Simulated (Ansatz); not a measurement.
# SnO: the cost of one run

Method: DFT LDA, scalar-relativistic, plane waves, PAW, in Ansatz 0.2.0.

2 further runs of the same task are left out: 1 that didn't finish, 1 set aside as unsound or not needed.

## Step 1: The system as given

Symmetry: Pmn2_1, No. 31, orthorhombic system. The conventional cell has a = 3.355 Å, b = 5.674 Å, c = 4.222 Å, α = 90.00°, β = 90.00°, γ = 90.00°. Sn (site symmetry m) has 3 O at 2.15 to 2.16 Å in its first shell of neighbours. O (site symmetry m) has 3 Sn at 2.15 to 2.16 Å in its first shell of neighbours.

Coordinates:

```xyz
4
Lattice="3.3550 0.0000 0.0000 0.0000 5.6741 0.0000 0.0000 0.0000 4.2220" Properties=species:S:1:pos:R:3 pbc="T T T"
Sn    0.0000    1.3159    2.1665
Sn    1.6775    4.3582    0.0555
O     0.0000    5.0570    3.1110
O     1.6775    0.6171    1.0000
```

It goes back to an entry of the Materials Project, which need not be the stable form.

The cell is taken as given, not relaxed at this level.

## Step 2: Zero of energy

Reference values: F = -12869.2699 eV; pressure -5.46 GPa; largest force 0.743 eV/Å; gap on the mesh 1.38 eV. It was computed beforehand with the settings of the runs below.

## Step 3: Setting up rattled cells

All atoms are moved at random with no net shift, in some cells together with a random strain.

## Step 4: At rms move = 0.106 Å

Contents of input.yaml:

```yaml
crystal:
  lattice:
    - [3.3433575761, -0.006377077, 0.0010765931]
    - [-0.0107851398, 5.6409632544, 0.0411591889]
    - [0.0013547949, 0.0306256038, 4.2429822706]
  atoms:
    - { symbol: Sn, position: [0.0005396092, 0.2333865036, 0.5400299941] }
    - { symbol: Sn, position: [0.4910472629, 0.7804956539, -0.0025477725] }
    - { symbol: O, position: [0.0269316684, 0.8921030059, 0.7239736682] }
    - { symbol: O, position: [0.4814814595, 0.0940148365, 0.2385461102] }
basis:
  ecutwfc: 420
kpoints:
  mp_grid: { grid: [8, 6, 6] }
hamiltonian:
  xc: lda
scf:
  occupations: { method: gaussian, width: 0.05 }
output:
  forces: true
  stress: true
  eigenvalues: true
```

Command:

```console
> ansatz run input.yaml --threads 2 --pin off --max-ram 5120MiB --backend cpu --events-out ev --progress --plain --runs-dir out
```

Q: Estimate wall time and peak memory on 2 threads of Arm Neoverse V2, shared host.

About 12 s, with a peak of 0.46 GiB.
